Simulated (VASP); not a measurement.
## Os: single point with PBEsol

Crystal: Os.

```xyz
1
Lattice="0.0000 1.9103 1.9103 1.9103 0.0000 1.9103 1.9103 1.9103 0.0000" Properties=species:S:1:pos:R:3 pbc="T T T"
Os    0.0000    0.0000    0.0000
```

This isn't the form of Os at room conditions, which is hcp.

| Quantity | Value |
| --- | --- |
| Program | VASP 6.6.1 |
| Task | single point |
| Functional | PBEsol |
| Potentials or basis | VASP PAW PBE potentials, release 64 (Os) |
| Cutoff | 520 eV |
| k mesh | 8 × 8 × 8 |
| Occupations | gaussian, width 0.1 eV |
| Spin | no spin polarisation |

```json
{
 "Pressure": "0.5 GPa",
 "Band gap on the k mesh": "none (metal or under the smearing width)"
}
```

Levels at points of the mesh, in eV from the Fermi level:
```
           k point  band 1  band 2  band 3  band 4  band 5  band 6  band 7  band 8  band 9
(0.00, 0.00, 0.00)  -10.69   -2.82   -2.82   -2.82    0.26    0.26   14.50   20.30   20.30
(0.50, 0.00, 0.00)   -7.55   -2.98   -2.98   -0.04    2.70    2.70    9.26   14.01   20.65
(0.50, 0.50, 0.00)   -7.47   -6.73    2.57    2.66    3.40    3.40   12.50   12.50   12.55
```

It took 5 s on 1 thread of Intel(R) Xeon(R) Platinum 8488C (Sapphire Rapids) (shared host), peak memory 0.12 GiB.

Caveat: the PAW data sets were made with another functional, which shifts forces and pressure a little. Spin-orbit coupling is left out, which matters for the levels of Os.
